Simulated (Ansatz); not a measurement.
# Sb, one cell by several methods

```
Sb
1.0
    -1.50500    1.50500    2.48000
     1.50500   -1.50500    2.48000
     1.50500    1.50500   -2.48000
Sb
1
Direct
  0.00000 0.00000 0.00000
```

The geometry is COD entry 9013010, unchecked; take it as a test cell.

No spin–orbit coupling, which matters for the heavy atoms here.

Methods: DFT, PBE, PAW with Ansatz's default frozen-core files, scalar-relativistic (Ansatz 0.2.0); DFT, PBE, all-electron PAW with datasets made for the crystal, scalar-relativistic (Ansatz 0.2.0); DFT, PBE, all-electron LAPW, scalar-relativistic (Ansatz 0.2.0).

For PAW: a Γ-centred 19×19×19 k mesh, Fermi–Dirac smearing of 0.05 eV, cutoff 420 eV, no spin polarisation. The crystal-made all-electron datasets (AE datasets) take a cutoff of 180 eV at this cell. LAPW targets a basis error of 0.25 meV/atom. The Ansatz runs share mesh, smearing and spin set-up. Plane-wave (PAW) pressures include the program's estimate of the Pulay term.

Stress and pressure are positive in compression.

No spin–orbit coupling: at heavy atoms the gradients can be off by tens of per cent for that reason.

In a metal, gradients converge slowly with the k mesh: the values move by tens of per cent from one mesh to another, at times in sign, so only the comparison on one mesh counts.

Levels count from the Fermi level.

```
                            quantity      PAW  AE datasets     LAPW
                      pressure (GPa)    19.25        19.25    19.25
                     stress xx (GPa)    19.98        19.98    19.98
                     stress zz (GPa)    17.78        17.77    17.77
      highest filled level at M (eV)   -6.812       -6.813   -6.813
        lowest empty level at M (eV)    1.939        1.937    1.937
      highest filled level at Γ (eV)  -14.570      -14.567  -14.567
        lowest empty level at Γ (eV)    6.448        6.445    6.445
      highest filled level at P (eV)   -1.341       -1.341   -1.341
        lowest empty level at P (eV)    8.380        8.382    8.382
field gradient Vzz at Sb (10²¹ V/m²)     3.84         3.96        –
```

PAW's pressure differs from the LAPW value by about 0.01 GPa or less.
